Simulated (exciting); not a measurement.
The system is LiH.

```
Li H
1.0
     0.00000    2.03675    2.03675
     2.03675    0.00000    2.03675
     2.03675    2.03675    0.00000
Li H
1 1
Direct
  0.00000 0.00000 0.00000
  0.50000 0.50000 0.50000
```

Base run:

* Program: exciting (release sodium)
* Functional: PBE
* Potentials or basis: all-electron LAPW+lo, shipped species files, valence relativity zora
* rgkmax: 5
* k mesh: 11 × 11 × 11
* Occupations: gaussian, width 0.02 eV
* Spin: no spin polarisation

Its results: band gap on the k mesh 3.21 eV, direct.

The run is repeated on the same cell with these changes: functional from PBE to BLYP; occupations from gaussian, width 0.02 eV to gaussian, width 0.01 eV. What comes out?

Band gap on the k mesh 3.64 eV, direct.

Caveats: an odd mesh through Γ misses points on the zone boundary, where band edges often lie (some runs); the mesh misses the band edges, which the band path finds closer together (some runs).

Not every run made on this cell is shown here.
